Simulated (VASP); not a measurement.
A run of VASP 6.6.1:

The input INCAR:

```
SYSTEM = SiO2
PREC = Accurate
ENCUT = 600
EDIFF = 1E-6
ISMEAR = 0
SIGMA = 0.03
LREAL = .False.
LASPH = .True.
NELM = 80
ALGO = Normal
ISIF = 3
LWAVE = .False.
LCHARG = .False.
IBRION = 2
NSW = 90
EDIFFG = -0.01
KPAR = 4
```

File KPOINTS:

```
Automatic mesh
0
Gamma
  6 6 4
  0 0 0
```

The input POSCAR:

```
SiO2
1.0
    4.9820000000      0.0000000000      0.0000000000
    0.0000000000      4.9820000000      0.0000000000
    0.0000000000      0.0000000000      6.9630000000
Si O
4 8
Direct
    0.2989700000      0.2989700000      0.0000000000
    0.2010300000      0.7989700000      0.2500000000
    0.7010300000      0.7010300000      0.5000000000
    0.7989700000      0.2010300000      0.7500000000
    0.2398900000      0.1034700000      0.1781300000
    0.3965300000      0.7398900000      0.4281300000
    0.7601100000      0.8965300000      0.6781300000
    0.6034700000      0.2601100000      0.9281300000
    0.7398900000      0.3965300000      0.5718700000
    0.8965300000      0.7601100000      0.3218700000
    0.2601100000      0.6034700000      0.0718700000
    0.1034700000      0.2398900000      0.8218700000
```

Potentials or basis: VASP PAW LDA potentials, release 64 (Si, O).

Command:

```sh
$ cat potpaw_LDA.64/Si/POTCAR potpaw_LDA.64/O/POTCAR > POTCAR
$ mpirun -np 4 vasp_std > vasp.out
```

Hardware: 4 MPI ranks on Intel(R) Xeon(R) 6975P-C (Granite Rapids), on a shared host.

Question: Estimate the wall time of this run.

Answer: Wall time 8.8 min on 4 MPI ranks on Intel(R) Xeon(R) 6975P-C (Granite Rapids), with other jobs on the host, peak memory 0.34 GiB a rank. Counts: scf iterations 219, k points 30, ion steps 35.
